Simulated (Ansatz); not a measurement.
Take InCuS2 in the chalcopyrite structure (space group I-42d, No. 122; a = 5.483 Å, c = 11.044 Å) as the base. Axes: x, y, z lie along a, b, c of the conventional cell.

Level of theory: PBEsol, PAW, 420 eV (Ansatz, an electronic-structure program; no SOC).

For the base:

| Quantity | Value |
|---|---|
| Shortest interatomic distance | 2.281 Å |

Modification: strain tensor (xx, yy, zz, yz, xz, xy) = (+0.89, +1.67, −0.14, −0.37, −1.08, −1.68) %; the atoms relax in the strained cell.

**Question.** Predict the new valley order.

**Answer.** The valley order (the lowest conduction-band minima on the path, energy above the VBM, named in the base's zone) comes out as Γ 0.04 eV; X (1/2, 1/2, 0) 0.98 eV; X (0, 0, 1/2) 1.18 eV.

**Question.** What does the calculation give for the largest internal atomic displacement after the change?

**Answer.** The largest internal atomic displacement comes out as 0.028 Å.

**Question.** Estimate the effect on the shortest interatomic distance.

**Answer.** The shortest interatomic distance grows by 0.014 Å to 2.295 Å.

No phonon test of stability was made. All final runs are without spin polarisation.
